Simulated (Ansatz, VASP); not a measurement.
**Ru: VASP beside Ansatz**

INCAR

```
  PREC = Accurate
  ENCUT = 520
  EDIFF = 1E-7
  ISMEAR = 0
  SIGMA = 0.05
  LREAL = F
  LASPH = T
  NELM = 100
  ALGO = Normal
  ISIF = 2
  LWAVE = F
  LCHARG = F
  GGA = PE
  NBANDS = 21
```

KPOINTS

```
Automatic mesh
0
Gamma
  10 10 10
```

File POSCAR:

```
Ru
1.0
    0.0000000000      2.7269856412      2.7269856412
    2.7269856412      0.0000000000      2.7269856412
    2.7269856412      2.7269856412      0.0000000000
Ru
2
Direct
    0.0000000000      0.0000000000      0.0000000000
    0.2500000000      0.2500000000      0.2500000000
```

Input for Ansatz:

```yaml
crystal:
  lattice:
    - [0.0, 2.7269856412, 2.7269856412]
    - [2.7269856412, 0.0, 2.7269856412]
    - [2.7269856412, 2.7269856412, 0.0]
  atoms:
    - { symbol: Ru, position: [0.0, 0.0, 0.0] }
    - { symbol: Ru, position: [0.25, 0.25, 0.25] }
kpoints:
  mp_grid: { grid: [10, 10, 10] }
scf:
  occupations: { method: gaussian, width: 0.05 }
hamiltonian:
  xc: pbe
  pseudopotentials: { kind: all_electron, lapw: { basis_error: 0.0005 } }
output:
  forces: true
  stress: true
  eigenvalues: true
```

Alike in both runs: task single point; functional PBE; k mesh 10 × 10 × 10; occupations gaussian, width 0.05 eV; no spin polarisation.

|  | VASP | Ansatz |
| --- | --- | --- |
| version | VASP 6.6.1 | Ansatz 0.2.0 |
| potentials or method | VASP PAW PBE potentials, release 64 (Ru_pv) | all-electron LAPW, scalar-relativistic |
| plane-wave cutoff (eV) | 520 | see its input |

VASP gave:

- pressure (GPa): 0.3

Task: Estimate Ansatz's values.

Result: Pressure (GPa): 0.0.

Ansatz ran all-electron here, so the differences hold the error of VASP's frozen core and of both bases.
